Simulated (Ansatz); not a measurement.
# Sb (Im-3m) in Ansatz: further runs

The runs below take Sb through single point, with PBE.

Everything below comes from runs of Ansatz 0.2.0. Logs are shortened: lines on timing, memory, paths and dates and some standing lists are left out, and cuts for length are marked.

## (1) The structure

Symmetry: Im-3m, No. 229, cubic system. Conventional cell: a = 3.743 Å, b = 3.743 Å, c = 3.743 Å, α = 90.00°, β = 90.00°, γ = 90.00°. Sb (site symmetry m-3m) has 8 Sb at 3.24 Å as nearest neighbours.

This isn't the form of Sb at room conditions, which is rhombohedral.

## (2) Single point, PBE

File input.yaml:

```yaml
crystal:
  lattice:
    - [-1.8713408863, 1.8713408863, 1.8713408863]
    - [1.8713408863, -1.8713408863, 1.8713408863]
    - [1.8713408863, 1.8713408863, -1.8713408863]
  atoms:
    - { symbol: Sb, position: [0.0, 0.0, 0.0] }
hamiltonian:
  xc: pbe
  pseudopotentials: { kind: paw }
kpoints:
  mp_grid: { grid: [10, 10, 10] }
scf:
  occupations: { method: gaussian, width: 0.013 }
output:
  forces: true
  stress: true
  eigenvalues: true
```

Potentials or basis: Ansatz PAW.

On the command line:

```sh
ansatz run input.yaml --threads 2 --pin off --max-ram 5632MiB --backend cpu --events-out ev --progress --plain --runs-dir out
```

Log:

```text
Warning: RAYON_NUM_THREADS=2 ignored (pool sized by the plan → 2); use --threads N
Engine: ansatz 0.2.0, aarch64-unknown-linux-gnu
Pseudopotentials: kind: paw
Pseudopotential: Sb, paw, valence charge 15, recommended cutoff 420 eV (normal), Sb.paw.azcp
Functional definition: PBE
  parameter kappa = 0.804
  parameter beta = 0.06672455060314922
  exchange = pbe_x(kappa = kappa, mu = beta*pi^2/3)
  correlation = pbe_c(beta = beta)
Crystal: 1 atoms, lattice volume = 26.213 Å³
Basis set: ecut = 420 eV, 531 PW (Γ), exchange–correlation on 48×48×48 points (8 copies of the dense FFT grid, shifted against one another)
Bands: 12, of which v1, the nominal top of the filled ones, is band 8 counted from 1 (7 counted from 0)
Symmetry: 48 space group operations
Space group: Im-3m (ITA 229), of the structure as read, at distance tolerance 3.0e-5 Å
k-points: 47 of 1000
Non-local potential: Sb, projectors of the file, l = 0: 2, l = 1: 2, l = 2: 2, l = 3: 2
PAW form: soft (Blöchl's): semilocal exchange-correlation on the pseudo side does not see the compensation charge
PAW one-centre angular grid: Sb, 590 points (default); XC on 64 Gauss nodes
Initial density: superposition of atomic densities (neutral atoms: chi_scale 0, normalization atom), corrected by the library's trained network
Initial wavefunctions: pseudopotential atomic-orbital guess
Functional: x = pbe(κ = 0.804, μ = 0.2195149727645171), c = pbe(β = 0.06672455060314922)
SCF iter   1: F=—  HF=-6484.230416 eV  |F-HF|=—  |Δ(HF+E_count)|=         —  Δρ=8.79e-4  dr2=1.38e-4  ethr=1.77e-3  ⟨swp⟩=5.9  Hψ=3388  notcnv=0
preconditioner: auto → none  [insulator: Δε(μ)=0.022 eV  Ē_g=12.656 eV  σ=0.013 eV  W_gap=0.77  n_scr=12 (ndim 8)  ℏωp=16.2 eV  f_vac=0.000  D(μ)=3.21/eV (n_scr^D=42)  ε∞_Penn≈2.6]
SCF iter   2: F=—  HF=-6484.229933 eV  |F-HF|=—  |Δ(HF+E_count)|=   4.83e-4  Δρ=6.01e-4  dr2=3.70e-5  ethr=9.19e-7  ⟨swp⟩=2.3  Hψ=1491  notcnv=0  defer=22
SCF iter   3: F=—  HF=-6484.229942 eV  |F-HF|=—  |Δ(HF+E_count)|=   9.47e-6  Δρ=3.16e-4  dr2=7.94e-6  ethr=2.47e-7  ⟨swp⟩=2.1  Hψ=897  notcnv=0  defer=22
SCF iter   4: F=—  HF=-6484.229959 eV  |F-HF|=—  |Δ(HF+E_count)|=   1.62e-5  Δρ=5.01e-5  dr2=5.70e-7  ethr=5.29e-8  ⟨swp⟩=2.0  Hψ=891  notcnv=0  defer=22
iter 5 did not close the SCF: its close was put off for the readings that it lacked (scf_convergence_deferred on its scf_iter line)
SCF iter   5: F=-6484.229958 eV  HF=-6484.229958 eV  |F-HF|=4.53e-8  |Δ(HF+E_count)|=   3.91e-7  Δρ=1.13e-5  dr2=3.25e-8  ethr=3.80e-9  ⟨swp⟩=2.0  Hψ=877  notcnv=0  defer=22
SCF iter   6: F=-6484.229958 eV  HF=-6484.229958 eV  |F-HF|=5.11e-9  |Δ(HF+E_count)|=   2.18e-8  Δρ=3.85e-6  dr2=3.59e-9  ethr=2.17e-10  ⟨swp⟩=3.8  Hψ=2175  notcnv=0
SCF 1 converged in 6 iterations: F = -6484.229958 eV  dr2 = 3.59e-9
SCF converged after 6 iterations
Free energy (F): -6484.229958 eV
Harris-Foulkes:  -6484.229958 eV  (|F-HF|=5.11e-9)
Internal energy: -6484.229687 eV  (E = F + TS)
E sigma→0 (E₀):  -6484.229823 eV
Entropy (-TS):   -0.000271 eV (-0.271 meV/atom)
Fermi energy:    12.025896 eV
--- Per-component energies (eV) ---
  E_band       = -138.050433
  E_kinetic    = 207.114589
  E_local      = -1411.754029  (includes V_loc(G=0)·N_el)
  E_nonlocal   = 361.611988
  E_hartree    = 647.337582
  E_xc         = -138.794609
  E_vxc        = -96.702640  (∫ρ·V_xc dr)
  E_paw        = -4574.561049  (= ΣΔE_a)
  E_vpaw       = -492.992438  (= ΣTr[D̂ρ^β])
  E_aug_tail   = -0.000002  (compensation charges beyond the density's cutoff)
  E_ewald      = -1575.184159
  E_smearing   = -0.000271  (= −TS)
  E_closure    = -0.000000  (closes the sum)
  Σ components = -6484.229958   (vs F -6484.229958, Δ=0.00e0)
--- Forces (eV/Å), atoms counted from 1 ---
  atom   1  Sb    -0.00000000    -0.00000000     0.00000000
  max |Σ_I F_I| component: 7.81e-32 eV/Å
--- Stress (GPa, compression-positive) ---
        3.129467      -0.000000      -0.000000
       -0.000000       3.129467      -0.000000
        0.000000       0.000000       3.129467
  P = ⅓ Tr σ = 3.1295 GPa (31.295 kbar)
--- Band table (eV; the first three rows and the last of 47) ---
  k-point 0: bands = ["-17.2166", "-17.2166", "-17.2166", "-17.1399", "-17.1399", "-1.0103", "17.7489", "17.7489", "17.7489", "23.4215", "23.4215", "23.4215"]
  k-point 1: bands = ["-17.2187", "-17.2124", "-17.2044", "-17.1424", "-17.1404", "-0.7952", "16.1860", "17.0797", "17.5590", "21.7526", "21.9893", "23.3121"]
  k-point 2: bands = ["-17.2244", "-17.2027", "-17.1726", "-17.1479", "-17.1418", "-0.1537", "13.2319", "15.8436", "17.0574", "20.3406", "20.7590", "23.2816"]
  k-point 46: bands = ["-17.2198", "-17.2198", "-17.0997", "-17.0997", "-17.0997", "6.5782", "9.9922", "9.9922", "9.9922", "14.9790", "14.9790", "29.3442"]
```

It took 0.49 s on 2 threads of Arm Neoverse V2, shared host; peak memory 0.27 GiB.

What came out:

```
Free energy            : -6484.2300 eV
Pressure               : 3.1 GPa
Band gap on the k mesh : none (metal or under the smearing width)
```

## (3) Single point, PBE

Edit input.yaml of step 2 so:

```diff
@@ -13,3 +13,3 @@
 scf:
-  occupations: { method: gaussian, width: 0.013 }
+  occupations: { method: gaussian, width: 0.014 }
 output:
@@ -18 +18,5 @@
   eigenvalues: true
+  write_density: true
+  write_potential: true
+  elf: true
+  volumetric_format: npy
```

Potentials or basis: Ansatz PAW.

On the command line:

```sh
ansatz run input.yaml --threads 2 --pin off --max-ram 5632MiB --backend cpu --events-out ev --progress --plain --runs-dir out
```

Run time: 0.63 s. Hardware: 2 threads of Arm Neoverse V2, shared host; peak memory 0.27 GiB.

The run converged. Its results:

```
Free energy            : -6484.2300 eV
Pressure               : 3.1 GPa
Band gap on the k mesh : none (metal or under the smearing width)
```

Levels at points of the mesh, in eV from the Fermi level:
```
              k point  band 6  band 7  band 8  band 9  band 10  band 11
   (0.00, 0.00, 0.00)  -13.04    5.72    5.72    5.72    11.40    11.40
  (0.00, 0.00, -0.50)   -8.82   -5.73    1.77    3.85     6.63     7.16
(-0.50, -0.50, -0.50)   -5.45   -2.03   -2.03   -2.03     2.95     2.95
```

The run has no spin-orbit coupling, so splittings on Sb are missing.

## (4) Single point, PBE

Edit input.yaml of step 3 so:

```diff
@@ -13,3 +13,3 @@
 scf:
-  occupations: { method: gaussian, width: 0.014 }
+  occupations: { method: gaussian, width: 0.015 }
 output:
```

On the command line:

```sh
ansatz run input.yaml --threads 2 --pin off --max-ram 5632MiB --backend cpu --events-out ev --progress --plain --runs-dir out
```

Run time: 0.63 s. Hardware: 2 threads of Arm Neoverse V2, shared host; peak memory 0.27 GiB.

The run converged. Its results:

```
Free energy            : -6484.2300 eV
Pressure               : 3.1 GPa
Band gap on the k mesh : none (metal or under the smearing width)
```

Levels at points of the mesh, in eV from the Fermi level:
```
              k point  band 4  band 5  band 6  band 7  band 8  band 9  band 10  band 11  band 12
   (0.00, 0.00, 0.00)  -29.17  -29.17  -13.04    5.72    5.72    5.72    11.40    11.40    11.40
  (0.00, 0.00, -0.50)  -29.17  -29.11   -8.82   -5.73    1.77    3.85     6.63     7.16    13.84
(-0.50, -0.50, -0.50)  -29.13  -29.13   -5.45   -2.03   -2.03   -2.03     2.95     2.95    17.32
```

The run has no spin-orbit coupling, so splittings on Sb are missing.

## (5) Single point, PBE

Edit input.yaml of step 4 so:

```diff
@@ -13,3 +13,3 @@
 scf:
-  occupations: { method: gaussian, width: 0.015 }
+  occupations: { method: gaussian, width: 0.016 }
 output:
@@ -18,5 +18 @@
   eigenvalues: true
-  write_density: true
-  write_potential: true
-  elf: true
-  volumetric_format: npy
```

Potentials or basis: Ansatz PAW.

On the command line:

```sh
ansatz run input.yaml --threads 2 --pin off --max-ram 5632MiB --backend cpu --events-out ev --progress --plain --runs-dir out
```

Log:

```text
Warning: RAYON_NUM_THREADS=2 ignored (pool sized by the plan → 2); use --threads N
Engine: ansatz 0.2.0, aarch64-unknown-linux-gnu
Pseudopotentials: kind: paw
Pseudopotential: Sb, paw, valence charge 15, recommended cutoff 420 eV (normal), Sb.paw.azcp
Functional definition: PBE
  parameter kappa = 0.804
  parameter beta = 0.06672455060314922
  exchange = pbe_x(kappa = kappa, mu = beta*pi^2/3)
  correlation = pbe_c(beta = beta)
Crystal: 1 atoms, lattice volume = 26.213 Å³
Basis set: ecut = 420 eV, 531 PW (Γ), exchange–correlation on 48×48×48 points (8 copies of the dense FFT grid, shifted against one another)
Bands: 12, of which v1, the nominal top of the filled ones, is band 8 counted from 1 (7 counted from 0)
Symmetry: 48 space group operations
Space group: Im-3m (ITA 229), of the structure as read, at distance tolerance 3.0e-5 Å
k-points: 47 of 1000
Non-local potential: Sb, projectors of the file, l = 0: 2, l = 1: 2, l = 2: 2, l = 3: 2
PAW form: soft (Blöchl's): semilocal exchange-correlation on the pseudo side does not see the compensation charge
PAW one-centre angular grid: Sb, 590 points (default); XC on 64 Gauss nodes
Initial density: superposition of atomic densities (neutral atoms: chi_scale 0, normalization atom), corrected by the library's trained network
Initial wavefunctions: pseudopotential atomic-orbital guess
Functional: x = pbe(κ = 0.804, μ = 0.2195149727645171), c = pbe(β = 0.06672455060314922)
SCF iter   1: F=—  HF=-6484.230486 eV  |F-HF|=—  |Δ(HF+E_count)|=         —  Δρ=8.80e-4  dr2=1.38e-4  ethr=1.77e-3  ⟨swp⟩=5.9  Hψ=3388  notcnv=0
preconditioner: auto → none  [insulator: Δε(μ)=0.022 eV  Ē_g=12.656 eV  σ=0.016 eV  W_gap=0.67  n_scr=12 (ndim 8)  ℏωp=16.2 eV  f_vac=0.000  D(μ)=3.19/eV (n_scr^D=42)  ε∞_Penn≈2.6]
SCF iter   2: F=—  HF=-6484.230003 eV  |F-HF|=—  |Δ(HF+E_count)|=   4.84e-4  Δρ=6.02e-4  dr2=3.71e-5  ethr=9.23e-7  ⟨swp⟩=2.3  Hψ=1430  notcnv=0  defer=12
SCF iter   3: F=—  HF=-6484.230012 eV  |F-HF|=—  |Δ(HF+E_count)|=   9.55e-6  Δρ=3.16e-4  dr2=7.94e-6  ethr=2.47e-7  ⟨swp⟩=2.1  Hψ=896  notcnv=0  defer=13
SCF iter   4: F=—  HF=-6484.230028 eV  |F-HF|=—  |Δ(HF+E_count)|=   1.62e-5  Δρ=5.00e-5  dr2=5.66e-7  ethr=5.29e-8  ⟨swp⟩=2.0  Hψ=891  notcnv=0  defer=13
iter 5 did not close the SCF: its close was put off for the readings that it lacked (scf_convergence_deferred on its scf_iter line)
SCF iter   5: F=-6484.230028 eV  HF=-6484.230028 eV  |F-HF|=4.44e-8  |Δ(HF+E_count)|=   3.89e-7  Δρ=1.12e-5  dr2=3.19e-8  ethr=3.77e-9  ⟨swp⟩=2.0  Hψ=878  notcnv=0  defer=13
SCF iter   6: F=-6484.230028 eV  HF=-6484.230028 eV  |F-HF|=4.98e-9  |Δ(HF+E_count)|=   2.13e-8  Δρ=3.80e-6  dr2=3.50e-9  ethr=2.13e-10  ⟨swp⟩=3.8  Hψ=2195  notcnv=0
SCF 1 converged in 6 iterations: F = -6484.230028 eV  dr2 = 3.50e-9
SCF converged after 6 iterations
Free energy (F): -6484.230028 eV
Harris-Foulkes:  -6484.230028 eV  (|F-HF|=4.98e-9)
Internal energy: -6484.229620 eV  (E = F + TS)
E sigma→0 (E₀):  -6484.229824 eV
Entropy (-TS):   -0.000408 eV (-0.408 meV/atom)
Fermi energy:    12.026695 eV
--- Per-component energies (eV) ---
  E_band       = -138.049266
  E_kinetic    = 207.115374
  E_local      = -1411.754950  (includes V_loc(G=0)·N_el)
  E_nonlocal   = 361.611177
  E_hartree    = 647.337943
  E_xc         = -138.795056
  E_vxc        = -96.703160  (∫ρ·V_xc dr)
  E_paw        = -4574.559947  (= ΣΔE_a)
  E_vpaw       = -492.990562  (= ΣTr[D̂ρ^β])
  E_aug_tail   = -0.000002  (compensation charges beyond the density's cutoff)
  E_ewald      = -1575.184159
  E_smearing   = -0.000408  (= −TS)
  E_closure    = 0.000000  (closes the sum)
  Σ components = -6484.230028   (vs F -6484.230028, Δ=0.00e0)
--- Forces (eV/Å), atoms counted from 1 ---
  atom   1  Sb    -0.00000000    -0.00000000     0.00000000
  max |Σ_I F_I| component: 3.29e-32 eV/Å
--- Stress (GPa, compression-positive) ---
        3.134512       0.000000      -0.000000
        0.000000       3.134512      -0.000000
       -0.000000       0.000000       3.134512
  P = ⅓ Tr σ = 3.1345 GPa (31.345 kbar)
--- Band table (eV; the first three rows and the last of 47) ---
  k-point 0: bands = ["-17.2165", "-17.2165", "-17.2165", "-17.1398", "-17.1398", "-1.0103", "17.7489", "17.7489", "17.7489", "23.4216", "23.4216", "23.4216"]
  k-point 1: bands = ["-17.2186", "-17.2123", "-17.2044", "-17.1423", "-17.1403", "-0.7952", "16.1860", "17.0798", "17.5591", "21.7526", "21.9893", "23.3121"]
  k-point 2: bands = ["-17.2243", "-17.2026", "-17.1725", "-17.1478", "-17.1417", "-0.1537", "13.2319", "15.8436", "17.0574", "20.3406", "20.7590", "23.2816"]
  k-point 46: bands = ["-17.2197", "-17.2197", "-17.0996", "-17.0996", "-17.0996", "6.5782", "9.9922", "9.9922", "9.9922", "14.9790", "14.9790", "29.3443"]
```

It took 0.49 s on 2 threads of Arm Neoverse V2, shared host; peak memory 0.27 GiB.

Results:

```
Free energy            : -6484.2300 eV
Pressure               : 3.1 GPa
Band gap on the k mesh : none (metal or under the smearing width)
```

## (6) Single point, PBE

Edit input.yaml of step 5 so:

```diff
@@ -13,3 +13,3 @@
 scf:
-  occupations: { method: gaussian, width: 0.016 }
+  occupations: { method: gaussian, width: 0.017 }
 output:
```

Potentials or basis: Ansatz PAW.

On the command line:

```sh
ansatz run input.yaml --threads 2 --pin off --max-ram 5632MiB --backend cpu --events-out ev --progress --plain --runs-dir out
```

It took 0.49 s on 2 threads of Arm Neoverse V2, shared host; peak memory 0.27 GiB.

It converged, with:

```yaml
Free_energy: -6484.2301 eV
Pressure: 3.1 GPa
Band_gap_on_the_k_mesh: none (metal or under the smearing width)
```

Levels at points of the mesh, in eV from the Fermi level:
```tsv
k point	band 5	band 6	band 7	band 8	band 9	band 10	band 11	band 12
(0.00, 0.00, 0.00)	-29.17	-13.04	5.72	5.72	5.72	11.39	11.39	11.39
(0.00, 0.00, -0.50)	-29.11	-8.82	-5.73	1.77	3.85	6.63	7.16	13.84
(-0.50, -0.50, -0.50)	-29.13	-5.45	-2.03	-2.03	-2.03	2.95	2.95	17.32
```

## (7) Overview

```csv
smearing,gap on the mesh (eV),pressure (GPa)
gaussian 0.013 eV,none,3.1
gaussian 0.014 eV,none,3.1
gaussian 0.015 eV,none,3.1
gaussian 0.016 eV,none,3.1
gaussian 0.017 eV,none,3.1
```

Alike in all rows: task single point; level PBE; potentials or basis Ansatz PAW; no spin polarisation; cell as given; k mesh 10 × 10 × 10; cutoff (eV) 420.

Every run on the cell as given and a fine mesh finds a metal.

Total energies depend on the potentials used, so only differences within one code and one set of settings carry meaning.
